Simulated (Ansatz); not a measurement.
ZnTe (zinc blende)

```
CELL_PARAMETERS angstrom
      0.00000     3.08955     3.08955
      3.08955     0.00000     3.08955
      3.08955     3.08955     0.00000
ATOMIC_POSITIONS crystal
  Te 0.75000 0.75000 0.75000
  Zn 0.00000 0.00000 0.00000
```

In this cell atom 1 (Te, nearest neighbour Zn at 2.676 Å; its periodic images, 4.4 Å or more away, move with it) is moved by u·(1.000, 0.000, 0.000) + v·(0.000, 0.000, 1.000); the rest is frozen.

All values below come from PBE (plane waves to 420 eV, PAW, scalar-relativistic; Ansatz, a program for electronic structure). k mesh 8×8×8 (Γ-centred), Fermi-Dirac smearing 0.05 eV. Energies are smeared free energies. Spin-orbit coupling is left out, though Te is heavy. ZnTe was relaxed with its symmetry unable to fall.

Changes of ΔE (meV/cell) from the point u = 0.000 Å, v = 0.000 Å when one coordinate moves alone (two changes are said to add if the coupling is within 5 % of the smaller one, nearly so within 20 %):

```csv
point,change
"u = 0.000 Å, v = -0.400 Å",347.5
"u = 0.000 Å, v = -0.200 Å",89.2
"u = -0.400 Å, v = 0.000 Å",347.5
"u = -0.200 Å, v = 0.000 Å",89.2
"u = 0.200 Å, v = 0.000 Å",89.2
"u = 0.400 Å, v = 0.000 Å",347.5
"u = 0.000 Å, v = 0.200 Å",89.2
"u = 0.000 Å, v = 0.400 Å",347.5
```

Question: Do the two effects add at u = -0.400 Å, v = 0.200 Å? Give the computed change.

Answer: The sum of the single changes is 347.5 + (89.2) = 436.7; the calculation gives 475.6, so the coupling contributes 38.9 (over 20 % of the smaller single change, not additive).

Question: What is the change at u = 0.400 Å, v = -0.400 Å, where both move, and how far is it from the sum?

Answer: The sum of the single changes is 347.5 + (347.5) = 695.0; the calculation gives 849.8, so the coupling contributes 154.8 (over 20 % of the smaller single change, not additive).

Question: What is the change at u = -0.200 Å, v = -0.200 Å, where both move, and how far is it from the sum?

Answer: The sum of the single changes is 89.2 + (89.2) = 178.4; the calculation gives 188.2, so the coupling contributes 9.8 (under 20 % of the smaller single change, nearly additive).

(A displaced cell: forces are minus the slopes of the energy, force constants its curvatures, and phonons follow from these.)
